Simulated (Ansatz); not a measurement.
# TiB (Pnma) in Ansatz: settings compared

Aim: see how the results for TiB move with the level of theory and the settings. Levels: PBEsol, PBEsol+U. Tasks: band structure.

All numbers are computed with Ansatz 0.2.0; they aren't measurements. Logs are shortened: lines on timing, memory, paths and dates and some standing lists are left out, and cuts for length are marked.

## Step 1: The structure

It takes space group Pnma (No. 62, orthorhombic). Conventional cell: a = 6.120 Å, b = 3.060 Å, c = 4.560 Å, α = 90.00°, β = 90.00°, γ = 90.00°. Ti (site symmetry m) has 7 B at 2.34 to 2.54 Å as nearest neighbours. B (site symmetry m) has 2 B at 1.83 Å as nearest neighbours.

## Step 2: Band structure, PBEsol

Contents of input.yaml:

```yaml
crystal:
  lattice:
    - [6.12, 0.0, 0.0]
    - [0.0, 3.06, 0.0]
    - [0.0, 0.0, 4.56]
  atoms:
    - { symbol: Ti, position: [0.677, 0.25, 0.377] }
    - { symbol: Ti, position: [0.323, 0.75, 0.623] }
    - { symbol: Ti, position: [0.823, 0.75, 0.877] }
    - { symbol: Ti, position: [0.177, 0.25, 0.123] }
    - { symbol: B, position: [0.529, 0.25, 0.897] }
    - { symbol: B, position: [0.471, 0.75, 0.103] }
    - { symbol: B, position: [0.971, 0.75, 0.397] }
    - { symbol: B, position: [0.029, 0.25, 0.603] }
hamiltonian:
  xc: pbesol
  pseudopotentials: { kind: paw }
kpoints:
  mp_grid: { grid: [5, 9, 6] }
  band_path:
    path:
      - [[0.0, 0.0, 0.0], [0.0, 0.5, 0.0], [0.0, 0.5, 0.5], [0.0, 0.0, 0.5], [0.0, 0.0, 0.0], [0.5, 0.0, 0.0], [0.5, 0.5, 0.0], [0.5, 0.5, 0.5], [0.5, 0.0, 0.5], [0.5, 0.0, 0.0]]
      - [[0.0, 0.0, 0.5], [0.5, 0.0, 0.5]]
      - [[0.5, 0.5, 0.0], [0.0, 0.5, 0.0]]
      - [[0.0, 0.5, 0.5], [0.5, 0.5, 0.5]]
    npoints: 10
scf:
  occupations: { method: fermi_dirac, width: 0.05 }
  n_extra_bands: 20
output:
  forces: true
  stress: true
  eigenvalues: true
  fatbands: true
```

Potentials or basis: Ansatz PAW.

On the command line:

```
$ ansatz run input.yaml --threads 4 --pin off --max-ram 11264MiB --backend cpu --events-out ev --progress --plain --runs-dir out
```

Log:

```text
Warning: RAYON_NUM_THREADS=4 ignored (pool sized by the plan → 4); use --threads N
scf.n_extra_bands = 20 over 30 filled bands (N_el = 60.0): the run solves 50 bands
Engine: ansatz 0.2.0, aarch64-unknown-linux-gnu
Pseudopotentials: kind: paw
Pseudopotential: Ti, paw, valence charge 12, recommended cutoff 420 eV (normal), Ti.paw.azcp
Pseudopotential: B, paw, valence charge 3, recommended cutoff 420 eV (normal), B.paw.azcp
Functional definition: PBEsol
  exchange = pbesol_x
  correlation = pbesol_c
Crystal: 8 atoms, lattice volume = 85.396 Å³
Basis set: ecut = 420 eV, 1657 PW (Γ), exchange–correlation on 90×48×64 points (8 copies of the dense FFT grid, shifted against one another)
Bands: 50, of which v1, the nominal top of the filled ones, is band 30 counted from 1 (29 counted from 0)
Symmetry: 8 space group operations
Space group: Pnma (ITA 62), of the structure as read, at distance tolerance 4.4e-5 Å
k-points: 60 of 270
Non-local potential: Ti, projectors of the file, l = 0: 3, l = 1: 2, l = 2: 3, l = 3: 1
Non-local potential: B, projectors of the file, l = 0: 2, l = 1: 2, l = 2: 1
PAW form: soft (Blöchl's): semilocal exchange-correlation on the pseudo side does not see the compensation charge
PAW frozen core: Ti, regenerated for the run's functional, and the local potential with it (the file was generated under x = pbe(κ = 0.804, μ = 0.2195149727645171), c = pbe(β = 0.06672455060314922))
PAW frozen core: B, regenerated for the run's functional, and the local potential with it (the file was generated under x = pbe(κ = 0.804, μ = 0.2195149727645171), c = pbe(β = 0.06672455060314922))
PAW one-centre angular grid: Ti, 590 points (default); XC on 64 Gauss nodes
PAW one-centre angular grid: B, 110 points (default); XC on 64 Gauss nodes
Initial density: superposition of atomic densities (neutral atoms: chi_scale 0, normalization atom), corrected by the library's trained network
Initial wavefunctions: pseudopotential atomic-orbital guess
Functional: x = pbesol(κ = 0.804, μ = 0.12345679012345678), c = pbesol(β = 0.046)
SCF iter   1: F=—  HF=-10513.367631 eV  |F-HF|=—  |Δ(HF+E_count)|=         —  Δρ=5.56e-3  dr2=3.12e-2  ethr=1.77e-3  ⟨swp⟩=5.0  Hψ=10071  notcnv=0  defer=196
preconditioner: auto → Kerker (q_TF=auto, 2.572 Å⁻¹)  [metal: Δε(μ)=0.003 eV  Ē_g=7.634 eV  σ=0.050 eV  W_gap=0.01  n_scr=24 (ndim 8)  ℏωp=21.3 eV  f_vac=0.000  D(μ)=4.23/eV (n_scr^D=42)]
SCF iter   2: F=—  HF=-10513.361090 eV  |F-HF|=—  |Δ(HF+E_count)|=   6.54e-3  Δρ=3.17e-3  dr2=1.26e-2  ethr=5.19e-5  ⟨swp⟩=2.0  Hψ=4005  notcnv=0  defer=629
SCF iter   3: F=—  HF=-10513.357776 eV  |F-HF|=—  |Δ(HF+E_count)|=   3.31e-3  Δρ=4.53e-4  dr2=3.78e-4  ethr=2.10e-5  ⟨swp⟩=2.0  Hψ=3140  notcnv=0  defer=629
SCF iter   4: F=—  HF=-10513.357696 eV  |F-HF|=—  |Δ(HF+E_count)|=   7.96e-5  Δρ=8.89e-5  dr2=6.55e-6  ethr=6.29e-7  ⟨swp⟩=2.0  Hψ=3151  notcnv=0  defer=629
SCF iter   5: F=—  HF=-10513.357653 eV  |F-HF|=—  |Δ(HF+E_count)|=   4.32e-5  Δρ=1.30e-5  dr2=1.44e-7  ethr=1.09e-8  ⟨swp⟩=2.0  Hψ=3123  notcnv=0  defer=629
SCF iter   6: F=-10513.357653 eV  HF=-10513.357653 eV  |F-HF|=5.41e-9  |Δ(HF+E_count)|=   3.66e-8  Δρ=3.36e-6  dr2=8.12e-9  ethr=1.67e-10  ⟨swp⟩=8.6  Hψ=10920  notcnv=0
SCF 1 converged in 6 iterations: F = -10513.357653 eV  dr2 = 8.12e-9
NSCF: frozen V_eff on 124 k-points
SCF converged after 6 iterations
Free energy (F): -10513.357653 eV
Harris-Foulkes:  -10513.357653 eV  (|F-HF|=5.41e-9)
Internal energy: -10513.323111 eV  (E = F + TS)
E sigma→0 (E₀):  -10513.340382 eV
Entropy (-TS):   -0.034541 eV (-4.318 meV/atom)
Fermi energy:    13.714765 eV
--- Per-component energies (eV) ---
  E_band       = -496.680685
  E_kinetic    = 1286.981606
  E_local      = -3166.054675  (includes V_loc(G=0)·N_el)
  E_nonlocal   = 75.894433
  E_hartree    = 1320.613942
  E_xc         = -520.240798
  E_vxc        = -645.797958  (∫ρ·V_xc dr)
  E_paw        = -4389.438424  (= ΣΔE_a)
  E_vpaw       = -688.935753  (= ΣTr[D̂ρ^β])
  E_aug_tail   = 0.000405  (compensation charges beyond the density's cutoff)
  E_ewald      = -5121.695981
  E_core_change = 0.616381  (= ΣΔE_core)
  E_smearing   = -0.034541  (= −TS)
  E_closure    = -0.000000  (closes the sum)
  Σ components = -10513.357653   (vs F -10513.357653, Δ=0.00e0)
--- Forces (eV/Å), atoms counted from 1 ---
  atom   1  Ti     0.10803006     0.00000000     0.00289290
  atom   2  Ti    -0.10803006     0.00000000    -0.00289290
  atom   3  Ti    -0.10803006     0.00000000     0.00289290
  atom   4  Ti     0.10803006     0.00000000    -0.00289290
  atom   5  B      0.05534516     0.00000000     0.25381510
  atom   6  B     -0.05534516     0.00000000    -0.25381510
  atom   7  B     -0.05534516    -0.00000000     0.25381510
  atom   8  B      0.05534516     0.00000000    -0.25381510
  max |Σ_I F_I| component: 5.55e-17 eV/Å
--- Stress (GPa, compression-positive) ---
       -5.918159       0.000000       0.000000
        0.000000      -5.626073       0.000000
        0.000000       0.000000      -5.648502
  P = ⅓ Tr σ = -5.7309 GPa (-57.309 kbar)
--- Band table (eV; the first three rows and the last of 60) ---
  k-point 0: bands = ["-42.3093", "-42.2512", "-42.2049", "-42.1687", "-18.8929", "-18.8807", "-18.8281", "-18.7086", "-18.6371", "-18.5972", "-18.5025", "-18.4864", "-18.4246", "-18.4071", "-18.3652", "-18.3568", "2.8092", "4.5253", "8.3783", "8.7998", "10.0614", "10.9405", "11.1684", "11.3335", "11.7834", "12.4800", "12.8306", "13.0122", "14.3501", "14.5028", "14.6420", "14.9512", "15.1948", "15.3230", "15.3459", "15.7364", "15.8311", "16.0665", "16.7383", "17.2838", "17.6000", "17.6011", "18.4524", "18.9231", "19.3903", "19.7812", "20.0701", "21.1910", "21.2490", "22.9803"]
  k-point 1: bands = ["-42.3025", "-42.2456", "-42.2121", "-42.1741", "-18.9232", "-18.8440", "-18.7741", "-18.7528", "-18.6161", "-18.5857", "-18.4929", "-18.4836", "-18.4389", "-18.4362", "-18.3773", "-18.3667", "2.9608", "4.4705", "8.5550", "8.7402", "9.5029", "10.8499", "11.3390", "11.5527", "11.9695", "12.5576", "12.5735", "12.9770", "13.9986", "14.6452", "14.8428", "14.9790", "15.2047", "15.5002", "15.5638", "15.5935", "15.9585", "16.0718", "16.7368", "17.1194", "17.2349", "17.8680", "18.3031", "18.7267", "19.3854", "19.8244", "20.0640", "21.1864", "21.2323", "22.3108"]
  k-point 2: bands = ["-42.2837", "-42.2315", "-42.2303", "-42.1890", "-18.9262", "-18.8257", "-18.7717", "-18.6788", "-18.6152", "-18.5542", "-18.5111", "-18.4747", "-18.4678", "-18.4665", "-18.4146", "-18.3937", "3.3642", "4.2666", "8.5528", "8.6866", "9.2882", "10.4448", "11.4187", "12.0819", "12.1041", "12.2792", "12.4791", "13.0929", "13.4056", "14.4104", "14.9249", "15.4401", "15.4839", "15.6119", "15.7793", "16.0604", "16.0660", "16.1078", "16.7340", "16.9356", "17.0954", "17.7422", "17.7905", "18.2684", "19.2114", "19.7217", "20.2646", "21.1723", "21.3536", "21.6142"]
  k-point 59: bands = ["-42.2149", "-42.2149", "-42.2060", "-42.2060", "-18.8984", "-18.8984", "-18.8672", "-18.8672", "-18.6538", "-18.6538", "-18.5869", "-18.5869", "-18.4641", "-18.4641", "-18.4346", "-18.4346", "5.9199", "5.9199", "6.9928", "6.9928", "10.2483", "10.2483", "11.0401", "11.0401", "11.9530", "11.9530", "12.2913", "12.2913", "13.2165", "13.2165", "13.4481", "13.4481", "15.8203", "15.8203", "16.3313", "16.3313", "17.1469", "17.1469", "17.2572", "17.2572", "17.9152", "17.9152", "18.1213", "18.1213", "20.3288", "20.3288", "21.0548", "21.0548", "23.1050", "23.1050"]
```

Wall time 8.8 s (4 threads of Arm Neoverse V1, shared host); peak memory 0.54 GiB.

What came out:

| Item | Value |
| --- | --- |
| Free energy | -10513.3577 eV |
| Pressure | -5.7 GPa |
| Largest force | 0.260 eV/Å |
| Band gap on the k mesh | none (metal or under the smearing width) |

Forces in eV/Å, atoms in the order of the input:
```
Ti   0.108  0.000  0.003
Ti  -0.108  0.000 -0.003
Ti  -0.108  0.000  0.003
Ti   0.108  0.000 -0.003
B    0.055  0.000  0.254
B   -0.055  0.000 -0.254
B   -0.055  0.000  0.254
B    0.055  0.000 -0.254
```

Stress tensor (GPa, compression positive):
```
-5.92  0.00  0.00
 0.00 -5.63  0.00
 0.00  0.00 -5.65
```

Levels at the corners of the path, in eV from the Fermi level:
```
point  band 28  band 29  band 30  band 31  band 32  band 33
    Γ    -0.70     0.64     0.79     0.93     1.24     1.48
    X    -1.86    -0.85    -0.85    -0.34    -0.34     3.00
    S    -1.35     0.08     0.08     0.61     0.61     1.03
    Y    -0.91    -0.02    -0.02     1.60     1.60     2.07
    Γ    -0.70     0.64     0.79     0.93     1.24     1.48
    Z    -1.18     0.46     0.46     0.81     0.81     1.74
    U    -1.92    -0.71    -0.71    -0.71    -0.71     3.26
    R    -1.64    -0.45    -0.45    -0.45    -0.45     2.48
    T    -1.18     0.29     0.29     1.06     1.06     1.95
    Z    -1.18     0.46     0.46     0.81     0.81     1.74
    Y    -0.91    -0.02    -0.02     1.60     1.60     2.07
    T    -1.18     0.29     0.29     1.06     1.06     1.95
    U    -1.92    -0.71    -0.71    -0.71    -0.71     3.26
    X    -1.86    -0.85    -0.85    -0.34    -0.34     3.00
    S    -1.35     0.08     0.08     0.61     0.61     1.03
    R    -1.64    -0.45    -0.45    -0.45    -0.45     2.48
```

Caveat: the PAW data sets come from PBE, with cores solved anew for the run's functional, which leaves a small shift of forces and pressure.

## Step 3: Band structure, PBEsol+U

input.yaml, as its differences from that of step 2:

```diff
@@ -17,2 +17,3 @@
   pseudopotentials: { kind: paw }
+  hubbard: { sites: [{ species: Ti, l: d, u_eff: 1.0 }] }
 kpoints:
@@ -33,2 +34,2 @@
   eigenvalues: true
-  fatbands: true
+  fatbands: false
```

Potentials or basis: Ansatz PAW.

On the command line:

```
$ ansatz run input.yaml --threads 4 --pin off --max-ram 11264MiB --backend cpu --events-out ev --progress --plain --runs-dir out
```

It took 9.1 s on 4 threads of Arm Neoverse V1, shared host; peak memory 0.79 GiB.

The run converged. Its results:

* Free energy: -10509.2834 eV
* Pressure: -4.8 GPa
* Largest force: 0.251 eV/Å
* Band gap on the k mesh: none (metal or under the smearing width)

Forces in eV/Å, atoms in the order of the input:
```
Ti   0.108  0.000  0.001
Ti  -0.108  0.000 -0.001
Ti  -0.108  0.000  0.001
Ti   0.108  0.000 -0.001
B    0.068  0.000  0.242
B   -0.068  0.000 -0.242
B   -0.068  0.000  0.242
B    0.068  0.000 -0.242
```

Stress tensor (GPa, compression positive):
```
-4.76  0.00  0.00
 0.00 -4.89  0.00
 0.00  0.00 -4.83
```

Levels at the corners of the path, in eV from the Fermi level:
```csv
point,band 28,band 29,band 30,band 31,band 32,band 33
Γ,-0.79,0.65,0.78,0.93,1.25,1.47
X,-1.89,-0.86,-0.86,-0.37,-0.37,2.99
S,-1.44,0.08,0.08,0.62,0.62,1.04
Y,-0.90,-0.02,-0.02,1.59,1.59,2.07
Γ,-0.79,0.65,0.78,0.93,1.25,1.47
Z,-1.26,0.48,0.48,0.80,0.80,1.74
U,-1.98,-0.72,-0.72,-0.72,-0.72,3.25
R,-1.68,-0.45,-0.45,-0.45,-0.45,2.47
T,-1.19,0.30,0.30,1.06,1.06,1.94
Z,-1.26,0.48,0.48,0.80,0.80,1.74
Y,-0.90,-0.02,-0.02,1.59,1.59,2.07
T,-1.19,0.30,0.30,1.06,1.06,1.94
U,-1.98,-0.72,-0.72,-0.72,-0.72,3.25
X,-1.89,-0.86,-0.86,-0.37,-0.37,2.99
S,-1.44,0.08,0.08,0.62,0.62,1.04
R,-1.68,-0.45,-0.45,-0.45,-0.45,2.47
```

Eigenvalues of the final occupation matrices:
| site | spin | trace | eigenvalues |
| --- | --- | --- | --- |
| site 1 | 1 | 1.42 | 0.27 0.28 0.28 0.28 0.31 |
| site 2 | 1 | 1.42 | 0.27 0.28 0.28 0.28 0.31 |
| site 3 | 1 | 1.42 | 0.27 0.28 0.28 0.28 0.31 |
| site 4 | 1 | 1.42 | 0.27 0.28 0.28 0.28 0.31 |

Caveat: U without spin polarisation on a metal has little footing; the PAW data sets come from PBE, with cores solved anew for the run's functional, which leaves a small shift of forces and pressure; the U is typed as a test and isn't derived for this compound.

## Step 4: Band structure, PBEsol+U

input.yaml, as its differences from that of step 3:

```diff
@@ -17,3 +17,3 @@
   pseudopotentials: { kind: paw }
-  hubbard: { sites: [{ species: Ti, l: d, u_eff: 1.0 }] }
+  hubbard: { sites: [{ species: Ti, l: d, u_eff: 2.0 }] }
 kpoints:
```

On the command line:

```
$ ansatz run input.yaml --threads 4 --pin off --max-ram 11264MiB --backend cpu --events-out ev --progress --plain --runs-dir out
```

It took 9.2 s on 4 threads of Arm Neoverse V1, shared host; peak memory 0.79 GiB.

It converged, with:

```
Free energy            : -10505.2321 eV
Pressure               : -3.9 GPa
Largest force          : 0.239 eV/Å
Band gap on the k mesh : none (metal or under the smearing width)
```

Forces in eV/Å, atoms in the order of the input:
```
Ti   0.107  0.000 -0.002
Ti  -0.107  0.000  0.002
Ti  -0.107  0.000 -0.002
Ti   0.107  0.000  0.002
B    0.082  0.000  0.225
B   -0.082  0.000 -0.225
B   -0.082  0.000  0.225
B    0.082  0.000 -0.225
```

Stress tensor (GPa, compression positive):
```
-3.57  0.00  0.00
 0.00 -4.13  0.00
 0.00  0.00 -3.97
```

Levels at the corners of the path, in eV from the Fermi level:
```tsv
point	band 28	band 29	band 30	band 31	band 32	band 33
Γ	-0.88	0.66	0.76	0.93	1.27	1.47
X	-1.92	-0.87	-0.87	-0.40	-0.40	2.99
S	-1.53	0.08	0.08	0.62	0.62	1.04
Y	-0.89	-0.01	-0.01	1.58	1.58	2.06
Γ	-0.88	0.66	0.76	0.93	1.27	1.47
Z	-1.34	0.49	0.49	0.79	0.79	1.73
U	-2.04	-0.73	-0.73	-0.73	-0.73	3.24
R	-1.73	-0.45	-0.45	-0.45	-0.45	2.46
T	-1.20	0.31	0.31	1.04	1.04	1.92
Z	-1.34	0.49	0.49	0.79	0.79	1.73
Y	-0.89	-0.01	-0.01	1.58	1.58	2.06
T	-1.20	0.31	0.31	1.04	1.04	1.92
U	-2.04	-0.73	-0.73	-0.73	-0.73	3.24
X	-1.92	-0.87	-0.87	-0.40	-0.40	2.99
S	-1.53	0.08	0.08	0.62	0.62	1.04
R	-1.73	-0.45	-0.45	-0.45	-0.45	2.46
```

Eigenvalues of the final occupation matrices:
```csv
site,spin,trace,eigenvalues
site 1,1,1.41,0.26 0.28 0.28 0.28 0.31
site 2,1,1.41,0.26 0.28 0.28 0.28 0.31
site 3,1,1.41,0.26 0.28 0.28 0.28 0.31
site 4,1,1.41,0.26 0.28 0.28 0.28 0.31
```

Caveat: U without spin polarisation on a metal has little footing; the PAW data sets come from PBE, with cores solved anew for the run's functional, which leaves a small shift of forces and pressure; the U is typed as a test and isn't derived for this compound.

## Step 5: Overview

```csv
level,U,hubbard projectors,double counting,gap on the mesh (eV),pressure (GPa),largest force (eV/Å)
PBEsol,-,-,-,none,-5.7,0.26
PBEsol+U,Ti d U = 1 eV,ortho-atomic (the default),fll (the default),none,-4.8,0.25
PBEsol+U,Ti d U = 2 eV,ortho-atomic (the default),fll (the default),none,-3.9,0.24
```

Alike in all rows: task band structure; potentials or basis Ansatz PAW; no spin polarisation; cell as given; k mesh 5 × 9 × 6; cutoff (eV) 420; smearing fermi-dirac 0.05 eV.

Every run on the cell as given and a fine mesh finds a metal. The pressure there spans -5.7 GPa (PBEsol) to -3.9 GPa (PBEsol+U); a positive pressure means that this level wants a larger cell, a negative one a smaller.

Caveats: the PAW data sets come from PBE, with cores solved anew for the run's functional, which leaves a small shift of forces and pressure; U without spin polarisation on a metal has little footing (some runs); the U is typed as a test and isn't derived for this compound (some runs).

Total energies depend on the potentials used, so only differences within one code and one set of settings carry meaning.
